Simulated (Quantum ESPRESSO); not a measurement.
Crystal: CoO.

```
Co O
1.0
     0.00000    2.34364    2.34364
     2.34364    0.00000    2.34364
     2.34364    2.34364    0.00000
Co O
1 1
Direct
  0.00000 0.00000 0.00000
  0.25000 0.25000 0.25000
```

Measurements of this composition are mostly on another form, of space group No. 225.

* Program: Quantum ESPRESSO 7.5
* Task: single point
* Functional: PBE
* Potentials or basis: SSSP 1.3 efficiency PBE
* Cutoff: 748 eV
* Density cutoff: 5987 eV
* k mesh: 10 × 10 × 10
* Occupations: fermi-dirac, width 0.05 eV
* Spin: collinear spin, ferromagnetic start
* Starting moments: [2.0, 0.0] μB

On this cell: pressure -13.2 GPa; largest force zero by symmetry; net moment 3.00 μB per cell; site moments Co +2.45; O +0.35 μB; band gap on the k mesh none (metal or under the smearing width).

The same run follows on a disturbed copy (atoms moved at random, drawn with an rms of 0.05 Å):

```
Co O
1.0
     0.00000    2.34364    2.34364
     2.34364    0.00000    2.34364
     2.34364    2.34364    0.00000
Co O
1 1
Direct
  0.00317 0.99960 0.00188
  0.24059 0.23975 0.27057
```

Task: What does the disturbed cell give?

Result: The energy (extrapolated to zero smearing) moves by +2.4 meV/atom; pressure -13.1 GPa; largest force 0.166 eV/Å; net moment 3.00 μB per cell; site moments Co +2.43; O +0.34 μB; band gap on the k mesh none (metal or under the smearing width).

Forces in eV/Å, atoms in the order of the input:
```
Co   0.070  0.060 -0.138
O   -0.070 -0.060  0.138
```

Stress tensor (GPa, compression positive):
```
-13.11   1.10  -0.43
  1.10 -13.10  -0.52
 -0.43  -0.52 -13.22
```

Caveats: a cell with one magnetic atom can't hold antiferromagnetic order, which such compounds often take; semilocal functionals often make such compounds metallic where correlation or magnetic order opens a gap, which also shifts bond lengths.
